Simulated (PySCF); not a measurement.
# Sn (I4_1/amd) in PySCF: a series of runs

One crystal, Sn, is run at these levels: PBEsol; tasks: single point, equation of state.

Program: PySCF 2.14.0. These are calculated values, not measurements. Logs are shortened: lines on timing, memory, paths and dates and some standing lists are left out, and cuts for length are marked.

**1. The crystal as given**

Symmetry: I4_1/amd, No. 141, tetragonal system. The conventional cell has a = 5.880 Å, b = 5.880 Å, c = 3.199 Å, α = 90.00°, β = 90.00°, γ = 90.00°. Sn (site symmetry -4m2) has 6 Sn at 3.05 to 3.20 Å as nearest neighbours.

**2. Single point, PBEsol, 25.99 Å³/atom (volume scaled by 0.94)**

Contents of run.py:

```python
import json
import numpy as np
from pyscf.pbc import gto, scf, dft, df
from pyscf.pbc.tools import pyscf_ase
from ase.io import read

atoms = read('POSCAR')
cell = pyscf_ase.cell_from_ase(atoms)
cell.basis = 'DZVP-MOLOPT-SR-GTH-q4'
cell.pseudo = 'GTH-PBE-q4'
cell.ke_cutoff = 50  # hartree
cell.exp_to_discard = 0.02
cell.precision = 1e-08
cell.max_memory = 5880  # MB
cell.verbose = 4
cell.build()

res = {}
kpts = cell.make_kpts([6, 6, 6])
mf = dft.KRKS(cell, kpts, xc='pbesol')
mf = mf.multigrid_numint()
mf = mf.smearing(sigma=0.00183747, method='fermi')  # hartree
mf.conv_tol = 1e-07
mf.max_cycle = 60

atoms.calc = pyscf_ase.PySCF(method=mf)
print('ASE energy = %.8f eV' % atoms.get_potential_energy())
mf = atoms.calc.method_scan
res.update(converged=bool(mf.converged), e_tot=mf.e_tot, nelec=cell.nelectron, nao=cell.nao, mesh=list(map(int, cell.mesh)), a=cell.lattice_vectors().tolist(), coords=cell.atom_coords().tolist(),
           mo_energy=[np.real(x).tolist() for x in mf.mo_energy], mo_occ=[np.real(x).tolist() for x in mf.mo_occ])
res.update(e_free=mf.e_free, e_zero=mf.e_zero)
res.update(kpts=cell.get_scaled_kpts(kpts).tolist())
res['parts'] = {k: float(np.real(v)) for k, v in mf.scf_summary.items() if np.isscalar(v)}
json.dump(res, open('results.json', 'w'))
if not mf.converged:
    raise SystemExit('SCF not converged')

print('levels (eV)')
for i, kp in enumerate(res['kpts'][:40]):
    print('k %7.4f %7.4f %7.4f  ' % tuple(kp), ' '.join('%.3f' % (x * 27.211386) for x in res['mo_energy'][i][:9]))

# Mulliken populations
dm, s = np.asarray(mf.make_rdm1()), np.asarray(mf.get_ovlp())
sites = cell.aoslice_by_atom()[:, 2:]
tot = np.einsum('kij,kji->i', dm, s).real / len(kpts)
res['mulliken'] = [cell.atom_charge(i) - tot[a0:a1].sum() for i, (a0, a1) in enumerate(sites)]
print('Mulliken charges', np.round(res['mulliken'], 5))
res['done'] = True
json.dump(res, open('results.json', 'w'))
```

Contents of POSCAR:

```
Sn
1.0
   -2.8801207477      2.8801207477      1.5666540120
    2.8801207477     -2.8801207477      1.5666540120
    2.8801207477      2.8801207477     -1.5666540120
Sn
2
Direct
    0.0000000000      0.0000000000      0.0000000000
    0.7500000000      0.2500000000      0.5000000000
```

Potentials or basis: DZVP-MOLOPT-SR/GTH-PBE (potentials made for PBE).

Command:

```console
OMP_NUM_THREADS=4 python -u run.py > log
```

The log of the run:

```text
Discarded 0 diffused primitive functions, 0 contracted functions

PySCF version 2.14.0

[INPUT] verbose = 4
[INPUT] num. atoms = 2
[INPUT] num. electrons = 8
[INPUT] charge = 0
[INPUT] spin (= nelec alpha-beta = 2S) = 0
[INPUT] symmetry False subgroup None
[INPUT] Mole.unit = angstrom
[INPUT] Symbol           X                Y                Z      unit          X                Y                Z       unit  Magmom
[INPUT]  1 Sn     0.000000000000   0.000000000000   0.000000000000 AA    0.000000000000   0.000000000000   0.000000000000 Bohr   0.0
[INPUT]  2 Sn    -0.000000000000   2.880120747700   0.783327006000 AA   -0.000000000000   5.442639418831   1.480273507316 Bohr   0.0

nuclear repulsion = -8.16985268451791
number of shells = 6
number of NR pGTOs = 90
number of NR cGTOs = 26
basis = DZVP-MOLOPT-SR-GTH-q4
ecp = {}
lattice vectors  a1 [-5.442639419, 5.442639419, 2.960547015]
                 a2 [5.442639419, -5.442639419, 2.960547015]
                 a3 [5.442639419, 5.442639419, -2.960547015]
dimension = 3
low_dim_ft_type = None
Cell volume = 350.793
exp_to_discard = 0.02
rcut = 31.242149115887468 (nimgs = [7 7 5])
precision = 1e-08
pseudo = GTH-PBE-q4
ke_cutoff = 50
    = [29 29 29] mesh (24389 PWs)
Create scanner for <class 'pyscf.pbc.scf.smearing.SmearingKRKS'>
Set new lattice vectors
[[-2.88012075  2.88012075  1.56665401]
 [ 2.88012075 -2.88012075  1.56665401]
 [ 2.88012075  2.88012075 -1.56665401]]
New geometry
   1 Sn     0.000000000000   0.000000000000   0.000000000000 AA    0.000000000000   0.000000000000   0.000000000000 Bohr
   2 Sn    -0.000000000000   2.880120747700   0.783327006000 AA   -0.000000000000   5.442639418831   1.480273507316 Bohr
Discarded 0 diffused primitive functions, 0 contracted functions

******** <class 'pyscf.scf.hf.SmearingKRKS_Scanner'> ********
method = SmearingKRKS_Scanner
initial guess = minao
damping factor = 0
level_shift factor = 0
DIIS = <class 'pyscf.scf.diis.CDIIS'>
diis_start_cycle = 1
diis_space = 8
diis_damp = 0
SCF conv_tol = 1e-07
SCF conv_tol_grad = None
SCF max_cycles = 60
direct_scf = True
direct_scf_tol = 1e-13

******** PBC SCF flags ********
N kpts = 216
Exchange divergence treatment (exxdiv) = ewald
    madelung (= occupied orbital energy shift) = 0.0655903767041409
    Total energy shift due to Ewald probe charge = -1/2 * Nelec*madelung = -0.262361506817
Smearing method = fermi
DF object = <pyscf.pbc.df.fft.FFTDF object>
XC functionals = pbesol
small_rho_cutoff = 0
Uniform grid, mesh = [29 29 29]
Set gradient conv threshold to 0.000316228
nelec by numeric integration = 8.0
init E= -6.90759422528216
    sigma = 0.00183747  Optimized mu = 0.266694007848  entropy = 0.179469869946
nelec by numeric integration = 8.000000000000007
    Total E(T) = -6.96397519506133  Free energy = -6.96430496556326  E0 = -6.9641400803123
cycle= 1 E= -6.96397519506133  delta_E= -0.0564  |g|= 0.212  |ddm|= 31.4
    sigma = 0.00183747  Optimized mu = 0.261929009483  entropy = 0.177251759924
nelec by numeric integration = 8.000000000000007
    Total E(T) = -6.96419650188554  Free energy = -6.96452219667685  E0 = -6.9643593492812
cycle= 2 E= -6.96419650188554  delta_E= -0.000221  |g|= 0.0233  |ddm|= 1.74
    sigma = 0.00183747  Optimized mu = 0.262212514213  entropy = 0.176103057135
nelec by numeric integration = 8.000000000000005
    Total E(T) = -6.96420199681902  Free energy = -6.96452558090342  E0 = -6.96436378886122
cycle= 3 E= -6.96420199681902  delta_E= -5.49e-06  |g|= 0.00272  |ddm|= 0.238
    sigma = 0.00183747  Optimized mu = 0.262220512529  entropy = 0.176366200499
nelec by numeric integration = 8.000000000000002
    Total E(T) = -6.96420157153577  Free energy = -6.9645256391382  E0 = -6.96436360533699
cycle= 4 E= -6.96420157153577  delta_E= 4.25e-07  |g|= 0.000217  |ddm|= 0.0298
    sigma = 0.00183747  Optimized mu = 0.262220159049  entropy = 0.176361308623
nelec by numeric integration = 8.000000000000005
    Total E(T) = -6.96420158045115  Free energy = -6.96452563906491  E0 = -6.96436360975803
cycle= 5 E= -6.96420158045115  delta_E= -8.92e-09  |g|= 0.000284  |ddm|= 0.00221
    sigma = 0.00183747  Optimized mu = 0.26222014056  entropy = 0.176360944874
nelec by numeric integration = 8.000000000000004
    Total E(T) = -6.96420158085838  Free energy = -6.96452563880375  E0 = -6.96436360983107
Extra cycle  E= -6.96420158085838  delta_E= -4.07e-10  |g|= 0.000424  |ddm|= 0.00307
converged SCF energy = -6.96420158085838
ASE energy = -189.50557754 eV
levels (eV)
k  0.0000  0.0000  0.0000   -4.449 3.487 4.902 4.902 9.780 13.872 13.872 14.416 14.585
k -0.0000  0.0000  0.1667   -4.201 1.756 5.204 6.092 11.183 11.843 12.656 14.387 14.655
k -0.0000  0.0000  0.3333   -3.441 -0.391 6.098 7.303 9.497 10.543 14.065 14.228 14.760
k -0.0000  0.0000  0.5000   -2.161 -2.161 7.547 7.547 8.712 8.712 13.973 13.973 17.282
k -0.0000  0.0000  0.6667   -3.441 -0.391 6.098 7.303 9.497 10.543 14.065 14.228 14.760
k  0.0000 -0.0000  0.8333   -4.201 1.756 5.204 6.092 11.183 11.843 12.656 14.387 14.655
[... 32 lines left out ...]
k  0.1667  0.0000  0.3333   -2.364 -0.843 6.095 7.617 9.172 9.753 10.753 11.679 17.328
k  0.1667  0.0000  0.5000   -2.364 -0.843 6.095 7.617 9.172 9.753 10.753 11.679 17.328
Mulliken charges [-0.00012  0.00012]
```

It took 3.1 min on 4 threads of AMD EPYC (Zen 3), shared host; peak memory 2.2 GiB.

Results:

| Quantity | Value |
| --- | --- |
| Free energy | -189.5144 eV |
| Band gap on the k mesh | none (metal or under the smearing width) |

Caveat: the k mesh is coarse (spacing up to 0.38 Å⁻¹), so the values aren't converged; the potentials were made for another functional, which shifts forces and pressure; the basis of atomic orbitals isn't converged, which shifts pressures, moduli and gaps.

**3. Single point, PBEsol, 26.54 Å³/atom (volume scaled by 0.96)**

run.py is that of step 2.

Contents of POSCAR:

```
Sn
1.0
   -2.9004039564      2.9004039564      1.5776871502
    2.9004039564     -2.9004039564      1.5776871502
    2.9004039564      2.9004039564     -1.5776871502
Sn
2
Direct
    0.0000000000      0.0000000000      0.0000000000
    0.7500000000      0.2500000000      0.5000000000
```

Potentials or basis: DZVP-MOLOPT-SR/GTH-PBE (potentials made for PBE).

Command:

```console
OMP_NUM_THREADS=4 python -u run.py > log
```

Run time: 2.6 min. Hardware: 4 threads of AMD EPYC (Zen 3), shared host; peak memory 2.2 GiB.

Results (log left out):

* Free energy: -189.5505 eV
* Band gap on the k mesh: none (metal or under the smearing width)

Caveat: the k mesh is coarse (spacing up to 0.38 Å⁻¹), so the values aren't converged; the potentials were made for another functional, which shifts forces and pressure; the basis of atomic orbitals isn't converged, which shifts pressures, moduli and gaps.

**4. Single point, PBEsol, 27.10 Å³/atom (volume scaled by 0.98)**

run.py is that of step 3.

Contents of POSCAR:

```
Sn
1.0
   -2.9204073745      2.9204073745      1.5885680951
    2.9204073745     -2.9204073745      1.5885680951
    2.9204073745      2.9204073745     -1.5885680951
Sn
2
Direct
    0.0000000000      0.0000000000      0.0000000000
    0.7500000000      0.2500000000      0.5000000000
```

Command:

```console
OMP_NUM_THREADS=4 python -u run.py > log
```

It took 2.5 min on 4 threads of AMD EPYC (Zen 3), shared host; peak memory 2.2 GiB.

The run converged. Its results:

| Item | Value |
| --- | --- |
| Free energy | -189.5765 eV |
| Band gap on the k mesh | none (metal or under the smearing width) |

Caveat: the k mesh is coarse (spacing up to 0.38 Å⁻¹), so the values aren't converged; the potentials were made for another functional, which shifts forces and pressure; the basis of atomic orbitals isn't converged, which shifts pressures, moduli and gaps.

**5. Single point, PBEsol, 27.65 Å³/atom**

run.py is that of step 4.

Contents of POSCAR:

```
Sn
1.0
   -2.9401404553      2.9401404553      1.5993019889
    2.9401404553     -2.9401404553      1.5993019889
    2.9401404553      2.9401404553     -1.5993019889
Sn
2
Direct
    0.0000000000      0.0000000000      0.0000000000
    0.7500000000      0.2500000000      0.5000000000
```

Command:

```console
OMP_NUM_THREADS=4 python -u run.py > log
```

It took 2 min on 4 threads of AMD EPYC (Zen 3), shared host; peak memory 2.2 GiB.

Results (log left out):

| Quantity | Value |
| --- | --- |
| Free energy | -189.5937 eV |
| Band gap on the k mesh | none (metal or under the smearing width) |

Caveat: the k mesh is coarse (spacing up to 0.37 Å⁻¹), so the values aren't converged; the potentials were made for another functional, which shifts forces and pressure; the basis of atomic orbitals isn't converged, which shifts pressures, moduli and gaps.

**6. Single point, PBEsol, 28.20 Å³/atom (volume scaled by 1.02)**

run.py is that of step 5.

Contents of POSCAR:

```
Sn
1.0
   -2.9596121516      2.9596121516      1.6098937015
    2.9596121516     -2.9596121516      1.6098937015
    2.9596121516      2.9596121516     -1.6098937015
Sn
2
Direct
    0.0000000000      0.0000000000      0.0000000000
    0.7500000000      0.2500000000      0.5000000000
```

Potentials or basis: DZVP-MOLOPT-SR/GTH-PBE (potentials made for PBE).

Command:

```console
OMP_NUM_THREADS=4 python -u run.py > log
```

It took 1.8 min on 4 threads of AMD EPYC (Zen 3), shared host; peak memory 2.2 GiB.

It converged, with:

| Property | Result |
| --- | --- |
| Free energy | -189.6029 eV |
| Band gap on the k mesh | none (metal or under the smearing width) |

Caveat: the k mesh is coarse (spacing up to 0.37 Å⁻¹), so the values aren't converged; the potentials were made for another functional, which shifts forces and pressure; the basis of atomic orbitals isn't converged, which shifts pressures, moduli and gaps.

**7. Single point, PBEsol, 28.76 Å³/atom (volume scaled by 1.04)**

run.py is that of step 6.

Contents of POSCAR:

```
Sn
1.0
   -2.9788309508      2.9788309508      1.6203478496
    2.9788309508     -2.9788309508      1.6203478496
    2.9788309508      2.9788309508     -1.6203478496
Sn
2
Direct
    0.0000000000      0.0000000000      0.0000000000
    0.7500000000      0.2500000000      0.5000000000
```

Command:

```console
OMP_NUM_THREADS=4 python -u run.py > log
```

Wall time 1.9 min (4 threads of AMD EPYC (Zen 3), shared host); peak memory 2.2 GiB.

Results (log left out):

```
Free energy            : -189.6051 eV
Band gap on the k mesh : none (metal or under the smearing width)
```

Caveat: the k mesh is coarse (spacing up to 0.37 Å⁻¹), so the values aren't converged; the potentials were made for another functional, which shifts forces and pressure; the basis of atomic orbitals isn't converged, which shifts pressures, moduli and gaps.

**8. Single point, PBEsol, 29.31 Å³/atom (volume scaled by 1.06)**

run.py is that of step 7.

Contents of POSCAR:

```
Sn
1.0
   -2.9978049079      2.9978049079      1.6306688148
    2.9978049079     -2.9978049079      1.6306688148
    2.9978049079      2.9978049079     -1.6306688148
Sn
2
Direct
    0.0000000000      0.0000000000      0.0000000000
    0.7500000000      0.2500000000      0.5000000000
```

Command:

```console
OMP_NUM_THREADS=4 python -u run.py > log
```

It took 2 min on 4 threads of AMD EPYC (Zen 3), shared host; peak memory 2.2 GiB.

Results (log left out):

* Free energy: -189.6009 eV
* Band gap on the k mesh: none (metal or under the smearing width)

Caveat: the k mesh is coarse (spacing up to 0.37 Å⁻¹), so the values aren't converged; the potentials were made for another functional, which shifts forces and pressure; the basis of atomic orbitals isn't converged, which shifts pressures, moduli and gaps.

**9. Equation of state, PBEsol**

Potentials or basis: DZVP-MOLOPT-SR/GTH-PBE (potentials made for PBE).

This step only gathers the single runs of the series.

The run converged. Its results:

- Equilibrium volume: 28.66 Å³/atom
- Bulk modulus at fixed shape and positions: 48 GPa
- Pressure derivative of the bulk modulus: 4.9

Energy against volume, from the lowest point:
```
volume (Å³/atom)  energy (meV/atom)
          25.991              45.34
          26.544              27.30
          27.097              14.27
          27.650               5.69
          28.203               1.07
          28.756               0.00
          29.309               2.09
```

Caveat: the k mesh is coarse (spacing up to 0.37 Å⁻¹), so the values aren't converged; the potentials were made for another functional, which shifts forces and pressure; the cell was scaled at fixed shape and fractional positions, which overstates the stiffness of a crystal with free parameters, most of all of layers and chains; the basis of atomic orbitals isn't converged, which shifts pressures, moduli and gaps.
